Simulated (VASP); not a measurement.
# PtSe (F-43m) in VASP: a series of runs, part 2 of 2

VASP 6.6.1.

### 3 Single point, r2SCAN+U, non-collinear spin, random start

The input, INCAR:

```
PREC = Accurate
ENCUT = 520
EDIFF = 1E-6
ISMEAR = 0
SIGMA = 0.05
LREAL = F
LASPH = T
NELM = 60
ALGO = Normal
ISIF = 2
LWAVE = F
LCHARG = T
LNONCOLLINEAR = T
MAGMOM = 0.097 -0.047 -0.021 0 0 0
LORBIT = 11
LMAXMIX = 4
LDAU = T
LDAUTYPE = 2
LDAUL = 2 -1
LDAUU = 3 0
LDAUJ = 0 0
LDAUPRINT = 1
METAGGA = R2SCAN
LMIXTAU = T
LVHAR = T
NBANDS = 28
```

The input, KPOINTS:

```
Automatic mesh
0
Gamma
  5 5 5
```

The input, POSCAR:

```
PtSe
1.0
    0.0000000000      3.0374472300      3.0374472300
    3.0374472300      0.0000000000      3.0374472300
    3.0374472300      3.0374472300      0.0000000000
Pt Se
1 1
Direct
    0.0000000000      0.0000000000      0.0000000000
    0.2500000000      0.2500000000      0.2500000000
```

Potentials or basis: VASP PAW PBE potentials, release 64 (Pt, Se).

The run is started by

```sh
$ cat potpaw_PBE.64/Pt/POTCAR potpaw_PBE.64/Se/POTCAR > POTCAR
$ mpirun -np 1 vasp_ncl > vasp.out
```

OUTCAR:

```text
PREC = Accurate
   ENCUT = 520
   EDIFF = 1E-6
   ISMEAR = 0
   LREAL = F
   LASPH = T
   NELM = 60
   ISIF = 2
   LNONCOLLINEAR = T
   LORBIT = 11
   METAGGA = R2SCAN

 ion  position               nearest neighbor table
   1  0.000  0.000  0.000-   2 2.63   2 2.63   2 2.63   2 2.63
   2  0.250  0.250  0.250-   1 2.63   1 2.63   1 2.63   1 2.63

  LATTYP: Found a face centered cubic cell.
 ALAT       =     6.0748944600

  Lattice vectors:

 A1 = (   0.0000000000,   3.0374472300,   3.0374472300)
 A2 = (   3.0374472300,   0.0000000000,   3.0374472300)
 A3 = (   3.0374472300,   3.0374472300,   0.0000000000)

Analysis of symmetry for initial positions (statically):
=====================================================================
 Subroutine PRICEL returns:
 Original cell was already a primitive cell.

 Routine SETGRP: Setting up the symmetry group for a
 face centered cubic supercell.

 Subroutine GETGRP returns: Found 24 space group operations
 (whereof 24 operations were pure point group operations)
 out of a pool of 48 trial point group operations.

The static configuration has the point symmetry T_d .

Analysis of symmetry for dynamics (positions and initial velocities):
=====================================================================
 Subroutine PRICEL returns:
 Original cell was already a primitive cell.

 Routine SETGRP: Setting up the symmetry group for a
 face centered cubic supercell.

 Subroutine GETGRP returns: Found 24 space group operations
 (whereof 24 operations were pure point group operations)
 out of a pool of 48 trial point group operations.

The dynamic configuration has the point symmetry T_d .

Analysis of structural, dynamic, and magnetic symmetry:
=====================================================================
 Subroutine PRICEL returns:
 Original cell was already a primitive cell.

 Routine SETGRP: Setting up the symmetry group for a
 face centered cubic supercell.

 Subroutine GETGRP returns: Found  1 space group operations
 (whereof  1 operations were pure point group operations)
 out of a pool of 48 trial point group operations.

The overall configuration has the point symmetry C_1 .

 Subroutine INISYM returns: Found  1 space group operations
 (whereof  1 operations are pure point group operations),
 and found     1 'primitive' translations

----------------------------------------------------------------------------------------

[... 174 lines left out ...]
  0.8007 -0.0000  0.0000 -0.0000 -0.0000      0.0000 -0.0000 -0.0000  0.0000  0.0000
 -0.0000  0.8008  0.0000  0.0001 -0.0000      0.0000 -0.0000  0.0000  0.0000 -0.0000
  0.0000  0.0000  0.8932  0.0000 -0.0000      0.0000 -0.0000 -0.0000  0.0000 -0.0000
 -0.0000  0.0001  0.0000  0.8008  0.0000     -0.0000 -0.0000 -0.0000  0.0000 -0.0000
 -0.0000 -0.0000 -0.0000  0.0000  0.8932     -0.0000  0.0000  0.0000  0.0000 -0.0000

 occupancies and eigenvectors

  o =  0.7790  v = -0.2239  0.5263 -0.0000  0.5180 -0.0000  0.1661 -0.3904 -0.0000 -0.3842  0.0000      0.0000 -0.0001 -0.0000 -0.0001 -0.0000 -0.0804  0.1892  0.0000  0.1862 -0.0000
  o =  0.7790  v =  0.7208  0.2734 -0.0000  0.0337  0.0000 -0.5347 -0.2029  0.0000 -0.0249 -0.0000      0.0000  0.0002  0.0000 -0.0003  0.0000  0.2590  0.0981 -0.0000  0.0123  0.0000
  o =  0.7790  v =  0.1605 -0.4936 -0.0000  0.5710 -0.0000 -0.1191  0.3666 -0.0000 -0.4240  0.0000      0.0000 -0.0011 -0.0000  0.0011 -0.0000  0.0577 -0.1765 -0.0000  0.2043 -0.0000
  o =  0.8154  v = -0.0830  0.4200  0.0000 -0.4703  0.0001 -0.0906  0.4585  0.0000 -0.5135  0.0001      0.0000 -0.0003 -0.0000  0.0002 -0.0000  0.0439 -0.2224 -0.0000  0.2490 -0.0001
  o =  0.8155  v =  0.5870  0.2248 -0.0002  0.0972  0.0000  0.6409  0.2454 -0.0003  0.1062  0.0000      0.0000 -0.0001  0.0000  0.0000 -0.0000 -0.3105 -0.1190  0.0001 -0.0514 -0.0000
  o =  0.8157  v =  0.2305 -0.4214 -0.0000 -0.4170 -0.0000  0.2517 -0.4601 -0.0000 -0.4553 -0.0000      0.0000  0.0000 -0.0000  0.0000 -0.0000 -0.1219  0.2229  0.0000  0.2206  0.0000
  o =  0.8890  v = -0.0000 -0.0000 -0.6178 -0.0000 -0.3547  0.0000 -0.0000  0.5498 -0.0000  0.3177      0.0000 -0.0000 -0.2546 -0.0000 -0.1519  0.0000  0.0000 -0.0331 -0.0000 -0.0148
  o =  0.8890  v =  0.0000 -0.0000  0.0387 -0.0000 -0.0761  0.0000 -0.0000  0.1093 -0.0000 -0.1821      0.0000 -0.0000 -0.3839  0.0000  0.6639  0.0000  0.0000  0.2987 -0.0000 -0.5199
  o =  0.8960  v =  0.0002  0.0000  0.6094  0.0001  0.1821  0.0002  0.0000  0.6653  0.0001  0.1988      0.0000  0.0000 -0.0001 -0.0000 -0.0000 -0.0001 -0.0000 -0.3225 -0.0000 -0.0963
  o =  0.8960  v =  0.0001  0.0001  0.1821 -0.0000 -0.6093  0.0001  0.0001  0.2006 -0.0001 -0.6712      0.0000  0.0000  0.0034 -0.0000 -0.0113 -0.0000 -0.0001 -0.0926  0.0000  0.3099

 number of electron      16.0000002 magnetization       0.1791006     -0.0867532     -0.0387088

 Free energy of the ion-electron system (eV)
  ---------------------------------------------------
  ext. energy  EPLUGINS =         0.00000000
  ---------------------------------------------------
  free energy    TOTEN  =       -62.98749035 eV

  energy without entropy =      -62.98251677  energy(sigma->0) =      -62.98500356

 E-fermi :   2.5253     XC(G=0):  -9.6891

 val. band max:        2.5165401508   @ k =  -0.2000  -0.4000   0.0000
 cond. band min:       2.5566952037   @ k =   0.2000   0.4000   0.0000
 fundamental gap:      0.0401550529
 Fermi energy:         2.5252828143

 k-point     1 :       0.0000    0.0000    0.0000
  band No.  band energies     occupation
      1     -11.5135      1.00000
      2     -11.4505      1.00000
      3      -2.1708      1.00000
      4      -2.1702      1.00000
      5      -2.1700      1.00000
      6      -2.0206      1.00000
[... 733 lines left out ...]
     27      13.4206      0.00000
     28      13.4706      0.00000

 [... further k-points ...]

------------------------ aborting loop because EDIFF is reached ----------------------------------------

  FORCE on cell =-STRESS in cart. coord.  units (eV):
  Direction    XX          YY          ZZ          XY          YZ          ZX
  --------------------------------------------------------------------------------------
  -------------------------------------------------------------------------------------
  Total       -4.8862719     -4.8862998     -4.8863232      0.0015868     -0.0006678     -0.0004692
  in kB     -139.6792827   -139.6800777   -139.6807469      0.0453616     -0.0190886     -0.0134113
  external PRESSURE =    -139.6800358 kB  Pullay stress =       0.0000000 kB

 VOLUME and BASIS-vectors are now :
 -----------------------------------------------------------------------------
  energy-cutoff  :      520.00
  volume of cell :       56.05
      direct lattice vectors                 reciprocal lattice vectors
     0.000000000  3.037447230  3.037447230    -0.164611913  0.164611913  0.164611913
     3.037447230  0.000000000  3.037447230     0.164611913 -0.164611913  0.164611913
     3.037447230  3.037447230  0.000000000     0.164611913  0.164611913 -0.164611913

 POSITION                                       TOTAL-FORCE (eV/Angst)
 -----------------------------------------------------------------------------------
      0.00000      0.00000      0.00000        -0.000032     -0.000018      0.000074
      1.51872      1.51872      1.51872         0.000032      0.000018     -0.000074
 -----------------------------------------------------------------------------------
    total drift:                                0.000008      0.000014     -0.000036

  FREE ENERGIE OF THE ION-ELECTRON SYSTEM (eV)
  ---------------------------------------------------
  free  energy   TOTEN  =       -62.9874903515 eV

  energy  without entropy=      -62.9825167651  energy(sigma->0) =      -62.98500356

 total charge

# of ion       s       p       d       tot
------------------------------------------
    1        0.524   0.300   8.306   9.130
    2        1.479   2.132   0.061   3.673
--------------------------------------------------
tot          2.003   2.432   8.367  12.802

 magnetization (x)

# of ion       s       p       d       tot
------------------------------------------
    1        0.010   0.005   0.109   0.124
    2        0.006   0.028  -0.000   0.034
--------------------------------------------------
tot          0.016   0.033   0.109   0.158

 magnetization (y)

# of ion       s       p       d       tot
------------------------------------------
    1       -0.005  -0.003  -0.053  -0.060
    2       -0.003  -0.014   0.000  -0.016
--------------------------------------------------
tot         -0.008  -0.016  -0.053  -0.077

 magnetization (z)

# of ion       s       p       d       tot
------------------------------------------
    1       -0.002  -0.001  -0.024  -0.027
    2       -0.001  -0.006   0.000  -0.007
--------------------------------------------------
tot         -0.003  -0.007  -0.023  -0.034
```

OSZICAR:

```text
N       E                     dE             d eps       ncg     rms          rms(c)
DAV:   1     0.260787096020E+02    0.26079E+02   -0.69825E+03  7000   0.101E+03
DAV:   2    -0.633456889296E+02   -0.89424E+02   -0.82644E+02  8044   0.206E+02
DAV:   3    -0.676986358838E+02   -0.43529E+01   -0.42527E+01  8312   0.436E+01
DAV:   4    -0.677410868614E+02   -0.42451E-01   -0.42406E-01  7624   0.470E+00
[... 13 lines left out ...]
DAV:  18    -0.629874758230E+02    0.41814E-05   -0.13663E-05  7020   0.378E-02    0.354E-03
DAV:  19    -0.629874843114E+02   -0.84884E-05   -0.92546E-06  7000   0.313E-02    0.208E-03
DAV:  20    -0.629874823052E+02    0.20062E-05   -0.44254E-06  7016   0.219E-02    0.197E-03
DAV:  21    -0.629874907756E+02   -0.84704E-05   -0.39057E-06  7012   0.203E-02    0.105E-03
DAV:  22    -0.629874903515E+02    0.42405E-06   -0.85872E-07  4568   0.103E-02
   1 F= -.62987490E+02 E0= -.62985004E+02  d E =-.497359E-02  mag=     0.1791    -0.0868    -0.0387
```

stdout:

```text
POSCAR found type information on POSCAR PtSe
 POSCAR found :  2 types and       2 ions
 scaLAPACK will be used
 -----------------------------------------------------------------------------
|                                                                             |
|                                                                             |
|     You enforced a specific xc type in the INCAR file but a different       |
|     I HOPE YOU KNOW WHAT YOU ARE DOING!                                     |
|                                                                             |
 -----------------------------------------------------------------------------

 LDA part: xc-table for (None), standard interpolation
 POSCAR, INCAR and KPOINTS ok, starting setup
 FFT: planning ... GRIDC
 FFT: planning ... GRID_SOFT
 FFT: planning ... GRID
 WAVECAR not read
 entering main loop
```

It took 23 min on 1 thread of Intel Xeon 6975P-C (Granite Rapids), shared host; peak memory 0.56 GiB.

What came out:

```yaml
Free_energy: -62.9875 eV
Pressure: -14.0 GPa
Band_gap_on_the_k_mesh: none (metal or under the smearing width)
Net_moment: 0.20 μB per cell
Valence_electrons_inside_the_program's_atomic_spheres: Pt 9.13; Se 3.67
```

Moments on the atoms (μB; x, y, z):
```
Pt   0.12 -0.06 -0.03
Se   0.03 -0.02 -0.01
```

Caveat: the PAW data sets were made with another functional, which shifts forces and pressure a little. Spin-orbit coupling is left out, which matters for the levels of Pt.

### 4 Single point, r2SCAN+U, collinear spin, ferromagnetic start

The input, INCAR:

```
SYSTEM = PtSe
PREC = Accurate
ENCUT = 520
EDIFF = 1E-6
ISMEAR = 0
SIGMA = 0.05
LREAL = .FALSE.
LASPH = .TRUE.
NELM = 100
ALGO = Normal
ISIF = 2
LWAVE = .FALSE.
LCHARG = .FALSE.
ISPIN = 2
MAGMOM = 0.5 0
LORBIT = 11
LMAXMIX = 4
LDAU = .TRUE.
LDAUTYPE = 2
LDAUL = 2 -1
LDAUU = 4 0
LDAUJ = 0 0
LDAUPRINT = 1
METAGGA = R2SCAN
LMIXTAU = .TRUE.
```

The input, KPOINTS:

```
Automatic mesh
0
G
  5 5 5
  0 0 0
```

POSCAR is that of step 3.

The run is started by

```sh
$ cat potpaw_PBE.64/Pt/POTCAR potpaw_PBE.64/Se/POTCAR > POTCAR
$ mpirun -np 1 vasp_std > vasp.out
```

Run time: 32 s. Hardware: 1 thread of Intel Xeon 6975P-C (Granite Rapids), shared host; peak memory 0.22 GiB.

The run converged. Its results:

```yaml
Free_energy: -62.3537 eV
Pressure: -13.7 GPa
Band_gap_on_the_k_mesh: none (metal or under the smearing width)
Net_moment: 0.90 μB per cell
Site_moments: Pt +0.57; Se +0.20 μB
Valence_electrons_inside_the_program's_atomic_spheres: Pt 9.18; Se 3.68
```

Levels at points of the mesh, in eV from the Fermi level:
Spin up:
| k point | band 4 | band 5 | band 6 | band 7 | band 8 | band 9 | band 10 | band 11 | band 12 |
| --- | --- | --- | --- | --- | --- | --- | --- | --- | --- |
| (0.00, 0.00, 0.00) | -4.97 | -3.06 | -3.06 | 0.98 | 1.41 | 1.41 | 1.41 | 7.40 | 7.40 |
Spin down:
```tsv
k point	band 3	band 4	band 5	band 6	band 7	band 8	band 9	band 10	band 11	band 12
(0.00, 0.00, 0.00)	-4.22	-4.22	-2.69	-2.69	1.27	2.22	2.22	2.22	7.55	7.55
```

Eigenvalues of the final occupation matrices:
| site | spin | trace | eigenvalues |
| --- | --- | --- | --- |
| site 1 d | 1 | 4.47 | 0.88 0.88 0.88 0.92 0.92 |
| site 1 d | 2 | 3.95 | 0.73 0.73 0.73 0.88 0.88 |

Caveat: the PAW data sets were made with another functional, which shifts forces and pressure a little.

### 5 The reference run

An earlier run on the cell as given: functional PBE; potentials or basis VASP PAW PBE potentials, release 64 (Pt, Se); cutoff 520 eV; k mesh 8 × 8 × 8; occupations fermi-dirac, width 0.05 eV; no spin polarisation.

* Pressure: -11.1 GPa
* Band gap on the k mesh: none (metal or under the smearing width)

### 6 The runs side by side

```csv
level,spin,U,fixed moment (μB),k mesh,smearing,gap on the mesh (eV),pressure (GPa),moment (μB)
r2SCAN+U,"collinear, ferromagnetic start",Pt d U = 3 eV,3,5 × 5 × 5,gaussian 0.05 eV,-,-2.2,3.00
r2SCAN+U,"non-collinear, random start",Pt d U = 3 eV,-,5 × 5 × 5,gaussian 0.05 eV,none,-14.0,0.20
r2SCAN+U,"collinear, ferromagnetic start",Pt d U = 4 eV,-,5 × 5 × 5,gaussian 0.05 eV,none,-13.7,0.90
PBE,off,-,-,8 × 8 × 8,fermi-dirac 0.05 eV,none,-11.1,-
```

Alike in all rows: task single point; potentials or basis VASP PAW PBE potentials, release 64 (Pt, Se); cell as given; cutoff (eV) 520.

Every run on the cell as given and a fine mesh finds a metal. The pressure there spans -14.0 GPa (r2SCAN+U) to -2.2 GPa (r2SCAN+U); a positive pressure means that this level wants a larger cell, a negative one a smaller.

Caveats: the PAW data sets were made with another functional, which shifts forces and pressure a little (some runs); the moment is held away from its start (some runs); the total moment is fixed, so each spin has its own Fermi level (some runs).

Total energies depend on the potentials used, so only differences within one code and one set of settings carry meaning.
